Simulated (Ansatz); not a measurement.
**Convergence of PbSe**

```
Pb Se
1.0
     0.00000    3.10796    3.10796
     3.10796    0.00000    3.10796
     3.10796    3.10796    0.00000
Pb Se
1 1
Direct
  0.00000 0.00000 0.00000
  0.50000 0.50000 0.50000
```

Atoms are numbered in the order listed.

The cell was built from the rocksalt type and relaxed in the same program, and has space group Fm-3m; it needn't be a known or the stable phase.

Spin–orbit coupling is left out, though it moves levels of the heavy atoms by tenths of an eV or more.

Method: Ansatz 0.2.0, DFT, PBE, all-electron LAPW, scalar-relativistic.

Numerical set-up: a Γ-centred 10×10×10 k mesh, Fermi–Dirac smearing of 0.03 eV, basis error target 0.5 meV/atom, no spin polarisation. One setting is then changed at a time.

```
basis error target (meV/atom)  free energy less the base's (meV/atom)  P (GPa)  gap on the mesh (eV)  cutoff chosen (eV)
                   0.5 (base)                                     0.0     0.05                 0.429                 196
                            3                                     0.7     0.06                 0.429                 156
                           10                                     2.6     0.08                 0.429                 131
                           30                                     8.2     0.13                 0.429                 110
                          0.1                                    -0.1     0.05                 0.429                 234
```
